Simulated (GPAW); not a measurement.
# Ge (Fd-3m) in GPAW: notebook

The runs below take Ge through band structure, equation of state, with r2SCAN, PBEsol+D3, PBEsol, mBEEF.

All numbers are computed with GPAW 26.7.0; they aren't measurements. Logs are shortened: lines on timing, memory, paths and dates and some standing lists are left out, and cuts for length are marked. The log counts tension as positive stress, the text compression.

**Experimental background.**

From “Electronic and optical properties of SixGe1-x-ySny alloys lattice-matched to Ge”, 2021, arxiv:2109.02782, for a bulk crystal of Ge at 293 K: band gap 0.666 eV (indirect).

“Sub-monolayer structures of Ag overlayers on Ge(111): experimental observations and first-principles study”, 2019, arxiv:1908.00180 quotes, for a bulk crystal of Ge: bulk modulus 75.8 GPa.

How close the calculation comes is told below.

## Step 1: Starting point

It takes space group Fd-3m (No. 227, cubic). Conventional cell: a = 5.658 Å, b = 5.658 Å, c = 5.658 Å, α = 90.00°, β = 90.00°, γ = 90.00°. Ge (site symmetry -43m) has 4 Ge at 2.45 Å as nearest neighbours.

## Step 2: Band structure, r2SCAN, spin-orbit coupling, no magnetisation

The input, run.py:

```python
import numpy as np
from ase import Atoms
from ase.dft.bandgap import bandgap
from ase.io import write
from ase.units import Bohr, GPa
from gpaw import GPAW, PW
from gpaw.elf import elf_from_dft_calculation
from gpaw.spinorbit import soc_eigenstates

atoms = Atoms(['Ge', 'Ge'],
              cell=[[0.0, 2.82891, 2.82891],
                    [2.82891, 0.0, 2.82891],
                    [2.82891, 2.82891, 0.0]],
              scaled_positions=[[0.75, 0.75, 0.75],
                                [0.5, 0.5, 0.5]],
              pbc=True)

calc = GPAW(mode=PW(600),
            xc='MGGA_X_R2SCAN+MGGA_C_R2SCAN',
            kpts={'size': (6, 6, 6), 'gamma': True},
            occupations={'name': 'fermi-dirac', 'width': 0.05},
            nbands=11,
            convergence={'density': 1e-05, 'energy': 1e-05},
            maxiter=150,
            txt='gpaw.txt')
atoms.calc = calc
energy = atoms.get_potential_energy()
forces = atoms.get_forces()
stress = atoms.get_stress()
calc.write('gs.gpw')
write('result.traj', atoms)
print(f'Energy: {energy:.6f} eV')
print('Forces (eV/A):')
print(forces.round(4))
print('Stress (GPa):', (stress / GPa).round(3))
print('Fermi level:', round(calc.get_fermi_level(), 4), 'eV')
print(f'Gap: {bandgap(calc)[0]:.4f} eV, direct: {bandgap(calc, direct=True)[0]:.4f} eV')

# fields on the real-space grid
write('density.cube', atoms, data=calc.get_pseudo_density() * Bohr**3)
write('potential.cube', atoms, data=calc.get_electrostatic_potential())
write('elf.cube', atoms, data=elf_from_dft_calculation(calc).data)

path = atoms.cell.bandpath('GXWKGLUWLK,UX', npoints=80, eps=1e-4)
bs_calc = calc.fixed_density(kpts=path, symmetry='off', nbands=21,
                             convergence={'bands': 'CBM+6.0', 'eigenstates': 1e-6}, txt='bands.txt')
bs = bs_calc.band_structure()
bs.write('bs.json')
print(f'Gap on the path: {bandgap(bs_calc)[0]:.4f} eV')

soc = soc_eigenstates(bs_calc, theta=0, phi=0, ignore_xc_potential=True)
np.savetxt('soc_bands.dat', soc.eigenvalues(), fmt='%.4f')
mesh = soc_eigenstates('gs.gpw', theta=0, phi=0, ignore_xc_potential=True)
np.savetxt('soc_mesh.dat', mesh.eigenvalues(), fmt='%.4f')
print('Fermi level with spin-orbit coupling:', round(mesh.fermi_level, 4), 'eV')
```

Potentials or basis: GPAW PAW data sets (gpaw-data 1.2.1), pw.

Launch:

```
OMP_NUM_THREADS=1 python run.py
```

gpaw.txt:

```text
__  _  _
 | _ |_)|_||  |
 |__||  | ||/\| - 26.7.0

Input parameters:
  mode=PW(ecut=600.0),
  convergence={'density': 1e-05, 'energy': 1e-05},
  kpts=MonkhorstPack(size=(6, 6, 6), gamma=True),
  maxiter=150,
  nbands=11,
  occupations=Occupations(name='fermi-dirac', width=0.05),
  xc=XC(name='MGGA_X_R2SCAN+MGGA_C_R2SCAN')

Diagonalizing LCAO Hamiltonian
Converting LCAO to pw mode

           Ge

       Ge

Atoms  # Å, Bohr magnetons
|   | symbol |        x |        y |        z |    initial magnetic moments |
|---|--------|----------|----------|----------|-----------------------------|
| 0 |     Ge | 4.243365 | 4.243365 | 4.243365 | ( 0.0000,  0.0000,  0.0000) |
| 1 |     Ge | 2.828910 | 2.828910 | 2.828910 | ( 0.0000,  0.0000,  0.0000) |

Unit cell  # Å
| periodic |        x |        y |        z |  lengths |    angles |
|----------|----------|----------|----------|----------|-----------|
|      yes | 0.000000 | 2.828910 | 2.828910 | 4.000683 | 60.000000 |
|      yes | 2.828910 | 0.000000 | 2.828910 | 4.000683 | 60.000000 |
|      yes | 2.828910 | 2.828910 | 0.000000 | 4.000683 | 60.000000 |

Number of symmetries: 24
Symmetry operations  # r_c * U_cc + t_c -> r_c
|    | kind |            matrix            |
|----|------|------------------------------|
|  0 |  E   |  1, 0, 0,  0, 1, 0,  0, 0, 1 |
|  1 |  σ   |  1, 0, 0,  0, 0, 1,  0, 1, 0 |
|  2 |  σ   |  1, 0,-1,  0, 1,-1,  0, 0,-1 |
|  3 |  C3  |  1, 0,-1,  0, 0,-1,  0, 1,-1 |
|  4 |  C3  |  1,-1, 0,  0,-1, 1,  0,-1, 0 |
|  5 |  σ   |  1,-1, 0,  0,-1, 0,  0,-1, 1 |
|  6 |  σ   |  0, 1, 0,  1, 0, 0,  0, 0, 1 |
|  7 |  C3  |  0, 1, 0,  0, 0, 1,  1, 0, 0 |
|  8 |  C2  |  0, 1,-1,  1, 0,-1,  0, 0,-1 |
|  9 |  S4  |  0, 1,-1,  0, 0,-1,  1, 0,-1 |
| 10 |  C3  |  0, 0, 1,  1, 0, 0,  0, 1, 0 |
| 11 |  σ   |  0, 0, 1,  0, 1, 0,  1, 0, 0 |
| 12 |  S4  |  0, 0,-1,  1, 0,-1,  0, 1,-1 |
| 13 |  C3  |  0, 0,-1,  0, 1,-1,  1, 0,-1 |
| 14 |  S4  |  0,-1, 1,  1,-1, 0,  0,-1, 0 |
| 15 |  C2  |  0,-1, 1,  0,-1, 0,  1,-1, 0 |
| 16 |  C3  |  0,-1, 0,  1,-1, 0,  0,-1, 1 |
| 17 |  S4  |  0,-1, 0,  0,-1, 1,  1,-1, 0 |
| 18 |  S4  | -1, 1, 0, -1, 0, 1, -1, 0, 0 |
| 19 |  C3  | -1, 1, 0, -1, 0, 0, -1, 0, 1 |
| 20 |  C3  | -1, 0, 1, -1, 1, 0, -1, 0, 0 |
| 21 |  S4  | -1, 0, 1, -1, 0, 0, -1, 1, 0 |
| 22 |  σ   | -1, 0, 0, -1, 1, 0, -1, 0, 1 |
| 23 |  C2  | -1, 0, 0, -1, 0, 1, -1, 1, 0 |

BZ-sampling:
  Number of BZ points: 216
  Number of IBZ points: 16

  Monkhorst-Pack size: [6, 6, 6]
  Monkhorst-Pack shift: [0.08333333333333333, 0.08333333333333333, 0.08333333333333333]

K-points  # in reciprocal-cell coordinates
|     |                                coordinates |     weight |
|-----|--------------------------------------------|------------|
|   0 | (  0.00000000,   0.00000000,   0.00000000) | 0.00462963 |
|   1 | (  0.16666667,   0.16666667,   0.00000000) | 0.02777778 |
|   2 | (  0.16666667,   0.16666667,   0.16666667) | 0.03703704 |
|   3 | (  0.33333333,   0.16666667,   0.16666667) | 0.05555556 |
|   4 | (  0.33333333,   0.33333333,  -0.33333333) | 0.05555556 |
|   5 | (  0.33333333,   0.33333333,   0.00000000) | 0.02777778 |
|   6 | (  0.33333333,   0.33333333,   0.16666667) | 0.11111111 |
|   7 | (  0.33333333,   0.33333333,   0.33333333) | 0.03703704 |
|   8 | (  0.50000000,   0.33333333,  -0.33333333) | 0.11111111 |
|   9 | (  0.50000000,   0.33333333,  -0.16666667) | 0.05555556 |
| ... |                                            |            |
|  15 | (  0.50000000,   0.50000000,   0.50000000) | 0.01851852 |

Plane wave coefficients: 1527
Cutoff: 600.0 eV

Spin-components: 1 (collinear spins)
Bands:           11
Projectors:      10
Spin-degeneracy: 2
Datatype:        complex128

Parallelization:
  kpt:    1
  domain: 1
  band:   1

Density:
  Valence electrons: 8.0
  Components: 1
  Grid points: [24 24 24]
  Charge: 0.0  # |e|

Potential:
  Grid points: [24 24 24]

species:
  Ge:
    name:    Germanium
    Z:       32.0
    valence: 4
    core:    28
    charge:  0.0  # [|e|]
    compensation charges:
      type: gauss
      rc: 0.32  # [Å]
      lmax: 2
    cutoffs:
      filter: 1.77  # [Å]
      core: 3.42  # [Å]
    projectors
    | kind |    occ | energy [eV] | rcut [Å] |
    |------|--------|-------------|----------|
    |   4s |  2.000 |     -11.726 |    1.005 |
    |   4p |  2.000 |      -3.896 |    1.005 |
    |    s |        |      15.485 |    1.005 |
    |    p |        |      23.315 |    1.005 |
    |    d |        |       0.000 |    1.005 |

    Using partial waves for Ge as LCAO basis

Reference energy: -114195.275705  # eV

eigensolver:
  PPCG
  Converge bands: occupied
  niter=2

density mixing:
  MSR1-Mixer
  Pratt-step length: 0.05
  Maximum mixing coefficient: 0.75
  Old densities: 10
  SVD Regularization: 0.005
  Good broyden scale: 1.0
  Trust region scale: 1.0
  Backstep threshold: 4.0
  History deletion threshold: 6.0
  Fourier metric: weight=20.0, sigma=0.015

occupation numbers:
  Fermi-Dirac:
    width: 0.0500  # eV

poisson solver:
  ecut: 4800.0  # eV

xc functional:
  name: MGGA_X_R2SCAN+MGGA_C_R2SCAN with 2 nearest neighbor stencil

convergence criteria:
- Maximum integral of absolute [dens]ity change: 1e-05 electrons / valence electron
- Maximum [total energy] change in last 3 cyles: 1e-05 eV / valence electron
- Maximum integral of absolute [eigenst]ate change: 4e-08 eV^2 / valence electron
maximum number of iterations: 150

SCF iterations
|iter     | |      energy | eigst |  dens |
|---------|-|-------------|-------|-------|
|iter:   1| |  -25.780479 | -0.41 |       |
|iter:   2| |  -24.899842 | -2.11 | -0.91 |
|iter:   3| |  -24.498888 | -1.36 | -0.91 |
|iter:   4| |  -24.940483 | -1.86 | -0.68 |
|iter:   5| |  -24.941029 | -4.11 | -2.21 |
|iter:   6| |  -24.941254 | -4.46 | -2.49 |
|iter:   7| |  -24.941252 | -5.95 | -3.27 |
|iter:   8| |  -24.941252c| -7.68c| -3.83 |
|iter:   9| |  -24.941252c| -7.64c| -4.75 |
|iter:  10| |  -24.941252c| -8.41c| -5.37c|

Converged in 10 steps
Energy contributions relative to reference atoms: (reference = -114195.275705)

Energy contributions:
  Kinetic:          22.663416
  Coulomb:         -19.816156
  Zero:             -0.054914
  External:          0.000000
  Xc:              -27.733503
  Entropy:          -0.000192
  Spinorbit:         0.000000
  ----------------------------
  Free energy:     -24.941348
  Extrapolated:    -24.941252

dipole moment: (3.693539, 3.693539, 3.693539)  # |e|*Ang

Fermi level: 5.992
Eigenvalues  # (at kpt = [0.000, 0.000, 0.000])
| band index |      eig [eV] | occ [0-2] |
|------------|---------------|-----------|
|          0 |        -7.513 |     2.000 |
|          1 |         5.771 |     1.976 |
|          2 |         5.771 |     1.976 |
|          3 |         5.771 |     1.976 |
|          4 |         6.234 |     0.015 |
|          5 |         8.504 |     0.000 |
|          6 |         8.504 |     0.000 |
|          7 |         8.504 |     0.000 |
|          8 |        12.870 |     0.000 |
|          9 |        15.594 |     0.000 |
|         10 |        15.595 |     0.000 |

Gap: 0.463 eV
Transition (v -> c):
  (s=0, k=0, n=3, [0.00, 0.00, 0.00]) -> (s=0, k=0, n=4, [0.00, 0.00, 0.00])
No difference between direct/indirect transitions

Forces  # eV/Ang
|       x |        y |        z |
|---------|----------|----------|
| 0.00000 |  0.00000 | -0.00000 |  # Ge   0
| 0.00000 | -0.00000 |  0.00000 |  # Ge   1

Stress tensor  # eV/Ang^3
|         x |         y |         z |
|-----------|-----------|-----------|
| -0.004216 |  0.000000 | -0.000000 |
|  0.000000 | -0.004216 |  0.000000 |
| -0.000000 |  0.000000 | -0.004216 |

# Writing to gs.gpw (mode='')
```

It took 85 s on 1 thread of Arm Neoverse V1, shared host; peak memory 0.26 GiB.

Results:

```yaml
Free_energy: -24.9413 eV
Pressure: 0.7 GPa
Band_gap_on_the_k_mesh: 0.36 eV, direct
Band_gap_along_the_path: 0.36 eV, direct
```

Levels at the corners of the path, in eV from the valence-band top:
| point | band 6 | band 7 | band 8 | band 9 | band 10 | band 11 |
| --- | --- | --- | --- | --- | --- | --- |
| Γ | 0.00 | 0.00 | 0.00 | 0.36 | 0.36 | 2.49 |
| X | -3.32 | -3.32 | -3.32 | 0.88 | 0.88 | 0.88 |
| W | -4.19 | -4.12 | -4.12 | 4.54 | 4.54 | 4.68 |
| K | -4.60 | -2.86 | -2.86 | 1.30 | 1.30 | 4.34 |
| Γ | 0.00 | 0.00 | 0.00 | 0.36 | 0.36 | 2.49 |
| L | -1.67 | -1.49 | -1.49 | 0.37 | 0.37 | 3.86 |
| U | -4.60 | -2.86 | -2.86 | 1.30 | 1.30 | 4.34 |
| W | -4.19 | -4.12 | -4.12 | 4.54 | 4.54 | 4.68 |
| L | -1.67 | -1.49 | -1.49 | 0.37 | 0.37 | 3.86 |
| K | -4.60 | -2.86 | -2.86 | 1.30 | 1.30 | 4.34 |
| U | -4.60 | -2.86 | -2.86 | 1.30 | 1.30 | 4.34 |
| X | -3.32 | -3.32 | -3.32 | 0.88 | 0.88 | 0.88 |

Caveat: spin-orbit coupling was added after a scalar SCF, so levels and gaps hold it while energy, forces, pressure and moments don't; this program's spin-orbit splittings come out too wide for heavy elements; the PAW data sets were made with another functional, which shifts forces and pressure a little.

## Step 3: Equation of state, PBEsol+D3

The input, run.py:

```python
from ase.calculators.mixing import SumCalculator
from ase.eos import EquationOfState
from ase.io import Trajectory, read
from ase.units import GPa
from dftd3.ase import DFTD3
from gpaw import GPAW, PW, setup_paths

setup_paths.insert(0, '.')

atoms = read('Ge.cif')

traj = Trajectory('eos.traj', 'w')
volumes, energies = [], []
for x in [0.94, 0.96, 0.98, 1.0, 1.02, 1.04, 1.06]:
    a = atoms.copy()
    a.set_cell(atoms.cell * x**(1 / 3), scale_atoms=True)
    calc = GPAW(mode=PW(600),
                xc='PBEsol',
                kpts={'size': (8, 8, 8), 'gamma': True},
                occupations={'name': 'fermi-dirac', 'width': 0.05},
                nbands=11,
                convergence={'density': 1e-05, 'energy': 1e-05},
                maxiter=150,
                txt=f'eos-{x:.2f}.txt')
    a.calc = SumCalculator([calc, DFTD3(method='pbesol', damping='d3zero')])
    energies.append(a.get_potential_energy())
    volumes.append(a.get_volume())
    p = -a.get_stress()[:3].mean() / GPa
    calc.write(f'eos-{x:.2f}.gpw')
    traj.write(a)
    print(f'{x:.2f} {volumes[-1]:10.4f} A^3 {energies[-1]:14.6f} eV {p:9.3f} GPa', flush=True)

v0, e0, B = EquationOfState(volumes, energies, eos='birchmurnaghan').fit()
print(f'V0 = {v0:.4f} A^3, E0 = {e0:.6f} eV, B0 = {B / GPa:.2f} GPa')
```

The input, Ge.cif:

```cif
data_Ge
_cell_length_a 4.00068289
_cell_length_b 4.00068289
_cell_length_c 4.00068289
_cell_angle_alpha 60.00000000
_cell_angle_beta 60.00000000
_cell_angle_gamma 60.00000000
_space_group_name_H-M_alt 'P1'
_space_group_name_Hall 'P 1'
_space_group_IT_number 1
loop_
_space_group_symop_operation_xyz
'x,y,z'
loop_
_atom_site_label
_atom_site_type_symbol
_atom_site_symmetry_multiplicity
_atom_site_Wyckoff_symbol
_atom_site_fract_x
_atom_site_fract_y
_atom_site_fract_z
_atom_site_occupancy
Ge1 Ge 1 a 0.7500000000 0.7500000000 0.7500000000 1
Ge2 Ge 1 a 0.5000000000 0.5000000000 0.5000000000 1
```

Potentials or basis: PAW data sets generated in the run's folder for this functional, pw.

Launch:

```
gpaw-setup -f PBEsol Ge
OMP_NUM_THREADS=1 python run.py
```

It took 55 s on 1 thread of Arm Neoverse V2, shared host; peak memory 0.24 GiB.

Results (log left out):

| Item | Value |
| --- | --- |
| Equilibrium volume | 22.72 Å³/atom |
| Bulk modulus | 69 GPa |
| Pressure derivative of the bulk modulus | 5.1 (rough: it moves with the points fitted) |

Energy against volume, from the lowest point:
| volume (Å³/atom) | energy (meV/atom) |
| --- | --- |
| 21.281 | 22.43 |
| 21.733 | 10.00 |
| 22.186 | 2.73 |
| 22.639 | 0.00 |
| 23.092 | 1.19 |
| 23.545 | 5.92 |
| 23.997 | 13.86 |

## Step 4: Equation of state, PBEsol

Changes to run.py since step 3:

```diff
@@ -1,6 +1,5 @@
-from ase.calculators.mixing import SumCalculator
+from ase import Atoms
 from ase.eos import EquationOfState
-from ase.io import Trajectory, read
+from ase.io import Trajectory
 from ase.units import GPa
-from dftd3.ase import DFTD3
 from gpaw import GPAW, PW, setup_paths
@@ -9,3 +8,9 @@
 
-atoms = read('Ge.cif')
+atoms = Atoms(['Ge', 'Ge'],
+              cell=[[0.0, 2.82891, 2.82891],
+                    [2.82891, 0.0, 2.82891],
+                    [2.82891, 2.82891, 0.0]],
+              scaled_positions=[[0.75, 0.75, 0.75],
+                                [0.5, 0.5, 0.5]],
+              pbc=True)
 
@@ -24,4 +29,4 @@
                 txt=f'eos-{x:.2f}.txt')
-    a.calc = SumCalculator([calc, DFTD3(method='pbesol', damping='d3zero')])
-    energies.append(a.get_potential_energy())
+    a.calc = calc
+    energies.append(a.get_potential_energy(force_consistent=True))
     volumes.append(a.get_volume())
```

Launch:

```
gpaw-setup -f PBEsol Ge
OMP_NUM_THREADS=1 python run.py
```

It took 55 s on 1 thread of Arm Neoverse V2, shared host; peak memory 0.24 GiB.

The run converged. Its results:

```
Equilibrium volume                      : 22.96 Å³/atom
Bulk modulus                            : 67 GPa
Pressure derivative of the bulk modulus : 5.0 (rough: it moves with the points fitted)
```

Energy against volume, from the lowest point:
```
volume (Å³/atom)  energy (meV/atom)
          21.281              29.82
          21.733              15.13
          22.186               5.68
          22.639               0.84
          23.092               0.00
          23.545               2.79
          23.997               8.86
```

(Continued in part 2 of 2.)
